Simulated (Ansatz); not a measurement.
Input, command and steps of an Ansatz relaxation.

```yaml
crystal:
  lattice:
    - [5.81510172, 0.0, 0.0]
    - [0.0, 5.81510172, 0.0]
    - [0.0, 0.0, 5.81510172]
  atoms:
    - { symbol: "N", position: [0.06390144, 0.06390144, 0.06390144] }
    - { symbol: "N", position: [0.43609856, 0.93609856, 0.56390144] }
    - { symbol: "N", position: [0.56390144, 0.43609856, 0.93609856] }
    - { symbol: "N", position: [0.93609856, 0.56390144, 0.43609856] }
    - { symbol: "N", position: [0.95413886, 0.95413886, 0.95413886] }
    - { symbol: "N", position: [0.54586114, 0.04586114, 0.45413886] }
    - { symbol: "N", position: [0.45413886, 0.54586114, 0.04586114] }
    - { symbol: "N", position: [0.04586114, 0.45413886, 0.54586114] }
basis:
  ecutwfc: 420
kpoints:
  mp_grid: { grid: [4, 4, 4] }
hamiltonian:
  xc: pbe
  dispersion: d3bj
scf:
  occupations: { method: gaussian, width: 0.02 }
output:
  forces: true
  stress: true
  eigenvalues: true
relax:
  adjacent_minimum: "off"
  f_tol: 0.02
  max_steps: 70
  cell: { stress_tol: 0.03 }
```

```bash
ansatz run input.yaml --threads 2 --pin off --max-ram 5120MiB --backend cpu --events-out ev --progress --plain --runs-dir out
```

Level of theory: DFT PBE+D3(BJ), scalar-relativistic, plane waves, PAW (Ansatz 0.2.0).

Of 10 frames 10 are shown, positions in Å and forces in eV/Å; the SCF threshold varies from step to step. Steps run on the plane waves of an earlier cell, with a Pulay correction in the pressure. The basis is chosen afresh for the last frame, the zero of the energies, and at times for earlier ones too; energy and pressure step there, also at an unchanged geometry.

```xyz
8
Lattice="5.8151 0.0000 0.0000 0.0000 5.8151 0.0000 0.0000 0.0000 5.8151" Properties=species:S:1:pos:R:3:forces:R:3 pbc="T T T" step=1 free_energy_over_end_meV_per_atom=1.89 pressure_GPa=-0.79
N     0.3716    0.3716    0.3716   -0.3118   -0.3118   -0.3118
N     2.5360    5.4435    3.2791    0.3118    0.3118   -0.3118
N     3.2791    2.5360    5.4435   -0.3118    0.3118    0.3118
N     5.4435    3.2791    2.5360    0.3118   -0.3118    0.3118
N     5.5484    5.5484    5.5484    0.3031    0.3031    0.3031
N     3.1742    0.2667    2.6409   -0.3031   -0.3031    0.3031
N     2.6409    3.1742    0.2667    0.3031   -0.3031   -0.3031
N     0.2667    2.6409    3.1742   -0.3031    0.3031   -0.3031
8
Lattice="5.7825 0.0000 0.0000 0.0000 5.7825 0.0000 0.0000 0.0000 5.7825" Properties=species:S:1:pos:R:3:forces:R:3 pbc="T T T" step=2 free_energy_over_end_meV_per_atom=-0.20 pressure_GPa=-0.04
N     0.3268    0.3268    0.3268    0.0206    0.0206    0.0206
N     2.5645    5.4557    3.2180   -0.0206   -0.0206    0.0206
N     3.2180    2.5645    5.4557    0.0206   -0.0206   -0.0206
N     5.4557    3.2180    2.5645   -0.0206    0.0206   -0.0206
N     5.4734    5.4734    5.4734   -0.0223   -0.0223   -0.0223
N     3.2004    0.3091    2.5821    0.0223    0.0223   -0.0223
N     2.5821    3.2004    0.3091   -0.0223    0.0223    0.0223
N     0.3091    2.5821    3.2004    0.0223   -0.0223    0.0223
8
Lattice="5.7590 0.0000 0.0000 0.0000 5.7590 0.0000 0.0000 0.0000 5.7590" Properties=species:S:1:pos:R:3:forces:R:3 pbc="T T T" step=3 free_energy_over_end_meV_per_atom=-0.98 pressure_GPa=0.01
N     0.3136    0.3136    0.3136    0.0152    0.0152    0.0152
N     2.5659    5.4454    3.1931   -0.0152   -0.0152    0.0152
N     3.1931    2.5659    5.4454    0.0152   -0.0152   -0.0152
N     5.4454    3.1931    2.5659   -0.0152    0.0152   -0.0152
N     5.4367    5.4367    5.4367   -0.0144   -0.0144   -0.0144
N     3.2018    0.3223    2.5572    0.0144    0.0144   -0.0144
N     2.5572    3.2018    0.3223   -0.0144    0.0144    0.0144
N     0.3223    2.5572    3.2018    0.0144   -0.0144    0.0144
8
Lattice="5.7512 0.0000 0.0000 0.0000 5.7512 0.0000 0.0000 0.0000 5.7512" Properties=species:S:1:pos:R:3:forces:R:3 pbc="T T T" step=4 free_energy_over_end_meV_per_atom=-1.21 pressure_GPa=0.00
N     0.3171    0.3171    0.3171    0.0028    0.0028    0.0028
N     2.5585    5.4341    3.1927   -0.0028   -0.0028    0.0028
N     3.1927    2.5585    5.4341    0.0028   -0.0028   -0.0028
N     5.4341    3.1927    2.5585   -0.0028    0.0028   -0.0028
N     5.4323    5.4323    5.4323   -0.0026   -0.0026   -0.0026
N     3.1945    0.3189    2.5567    0.0026    0.0026   -0.0026
N     2.5567    3.1945    0.3189   -0.0026    0.0026    0.0026
N     0.3189    2.5567    3.1945    0.0026   -0.0026    0.0026
8
Lattice="5.7512 0.0000 0.0000 0.0000 5.7512 0.0000 0.0000 0.0000 5.7512" Properties=species:S:1:pos:R:3:forces:R:3 pbc="T T T" step=5 free_energy_over_end_meV_per_atom=0.31 pressure_GPa=-0.10
N     0.3171    0.3171    0.3171    0.0021    0.0021    0.0021
N     2.5585    5.4341    3.1927   -0.0021   -0.0021    0.0021
N     3.1927    2.5585    5.4341    0.0021   -0.0021   -0.0021
N     5.4341    3.1927    2.5585   -0.0021    0.0021   -0.0021
N     5.4323    5.4323    5.4323   -0.0020   -0.0020   -0.0020
N     3.1945    0.3189    2.5567    0.0020    0.0020   -0.0020
N     2.5567    3.1945    0.3189   -0.0020    0.0020    0.0020
N     0.3189    2.5567    3.1945    0.0020   -0.0020    0.0020
8
Lattice="5.7096 0.0000 0.0000 0.0000 5.7096 0.0000 0.0000 0.0000 5.7096" Properties=species:S:1:pos:R:3:forces:R:3 pbc="T T T" step=6 free_energy_over_end_meV_per_atom=-1.04 pressure_GPa=-0.01
N     0.3186    0.3186    0.3186    0.0061    0.0061    0.0061
N     2.5362    5.3910    3.1734   -0.0061   -0.0061    0.0061
N     3.1734    2.5362    5.3910    0.0061   -0.0061   -0.0061
N     5.3910    3.1734    2.5362   -0.0061    0.0061   -0.0061
N     5.3923    5.3923    5.3923   -0.0062   -0.0062   -0.0062
N     3.1722    0.3173    2.5375    0.0062    0.0062   -0.0062
N     2.5375    3.1722    0.3173   -0.0062    0.0062    0.0062
N     0.3173    2.5375    3.1722    0.0062   -0.0062    0.0062
8
Lattice="5.6998 0.0000 0.0000 0.0000 5.6998 0.0000 0.0000 0.0000 5.6998" Properties=species:S:1:pos:R:3:forces:R:3 pbc="T T T" step=7 free_energy_over_end_meV_per_atom=-1.30 pressure_GPa=0.00
N     0.3179    0.3179    0.3179    0.0014    0.0014    0.0014
N     2.5321    5.3820    3.1678   -0.0014   -0.0014    0.0014
N     3.1678    2.5321    5.3820    0.0014   -0.0014   -0.0014
N     5.3820    3.1678    2.5321   -0.0014    0.0014   -0.0014
N     5.3817    5.3817    5.3817   -0.0014   -0.0014   -0.0014
N     3.1680    0.3181    2.5318    0.0014    0.0014   -0.0014
N     2.5318    3.1680    0.3181   -0.0014    0.0014    0.0014
N     0.3181    2.5318    3.1680    0.0014   -0.0014    0.0014
8
Lattice="5.6998 0.0000 0.0000 0.0000 5.6998 0.0000 0.0000 0.0000 5.6998" Properties=species:S:1:pos:R:3:forces:R:3 pbc="T T T" step=8 free_energy_over_end_meV_per_atom=0.01 pressure_GPa=-0.05
N     0.3179    0.3179    0.3179    0.0007    0.0007    0.0007
N     2.5321    5.3820    3.1678   -0.0007   -0.0007    0.0007
N     3.1678    2.5321    5.3820    0.0007   -0.0007   -0.0007
N     5.3820    3.1678    2.5321   -0.0007    0.0007   -0.0007
N     5.3817    5.3817    5.3817   -0.0007   -0.0007   -0.0007
N     3.1680    0.3181    2.5318    0.0007    0.0007   -0.0007
N     2.5318    3.1680    0.3181   -0.0007    0.0007    0.0007
N     0.3181    2.5318    3.1680    0.0007   -0.0007    0.0007
8
Lattice="5.6760 0.0000 0.0000 0.0000 5.6760 0.0000 0.0000 0.0000 5.6760" Properties=species:S:1:pos:R:3:forces:R:3 pbc="T T T" step=9 free_energy_over_end_meV_per_atom=-0.70 pressure_GPa=0.00
N     0.3183    0.3183    0.3183    0.0021    0.0021    0.0021
N     2.5197    5.3578    3.1563   -0.0021   -0.0021    0.0021
N     3.1563    2.5197    5.3578    0.0021   -0.0021   -0.0021
N     5.3578    3.1563    2.5197   -0.0021    0.0021   -0.0021
N     5.3584    5.3584    5.3584   -0.0022   -0.0022   -0.0022
N     3.1557    0.3177    2.5203    0.0022    0.0022   -0.0022
N     2.5203    3.1557    0.3177   -0.0022    0.0022    0.0022
N     0.3177    2.5203    3.1557    0.0022   -0.0022    0.0022
8
Lattice="5.6760 0.0000 0.0000 0.0000 5.6760 0.0000 0.0000 0.0000 5.6760" Properties=species:S:1:pos:R:3:forces:R:3 pbc="T T T" step=10 free_energy_over_end_meV_per_atom=0.00 pressure_GPa=-0.01
N     0.3183    0.3183    0.3183    0.0018    0.0018    0.0018
N     2.5197    5.3578    3.1563   -0.0018   -0.0018    0.0018
N     3.1563    2.5197    5.3578    0.0018   -0.0018   -0.0018
N     5.3578    3.1563    2.5197   -0.0018    0.0018   -0.0018
N     5.3584    5.3584    5.3584   -0.0018   -0.0018   -0.0018
N     3.1557    0.3177    2.5203    0.0018    0.0018   -0.0018
N     2.5203    3.1557    0.3177   -0.0018    0.0018    0.0018
N     0.3177    2.5203    3.1557    0.0018   -0.0018    0.0018
```

The run took 12 s on 2 threads of Intel(R) Xeon(R) 6975P-C (Granite Rapids), with other jobs on the host, peak memory 0.45 GiB.